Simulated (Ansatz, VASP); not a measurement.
**HfN: VASP beside Ansatz**

```xyz
2
Lattice="2.8275 0.0000 0.0000 0.0000 2.8275 0.0000 0.0000 0.0000 2.8275" Properties=species:S:1:pos:R:3 pbc="T T T"
Hf    0.0000    0.0000    0.0000
N     1.4138    1.4138    1.4138
```

Alike in both runs: task relaxation of cell and atoms; functional PBE; k mesh 20 × 20 × 20; occupations gaussian, width 0.1 eV; no spin polarisation.

```csv
,VASP,Ansatz
version,VASP 6.6.1,Ansatz 0.2.0
potentials or method,"VASP PAW PBE potentials, release 64 (Hf_pv, N)","scalar-relativistic, plane waves, PAW"
plane-wave cutoff (eV),600,420
valence electrons in the cell,15,31
```

|  | VASP | Ansatz | Ansatz less VASP |
| --- | --- | --- | --- |
| gap on the k mesh at the Fermi level, each at its own relaxed structure (eV) | none | none | - |
| relaxed volume (Å³/atom) | 11.14 | 11.27 | +0.131 |
| relaxed cell length with the largest relative difference (Å) | 2.814 | 2.825 | +0.0110 |
| energy change over the relaxation (meV/atom) | -2 | 0 | +1.6 |

A gap of «none» marks a metal or a gap that the smearing closes. The two sets of potentials don't hold the same shells in valence.

The runs have no spin-orbit coupling, so splittings on Hf are missing.
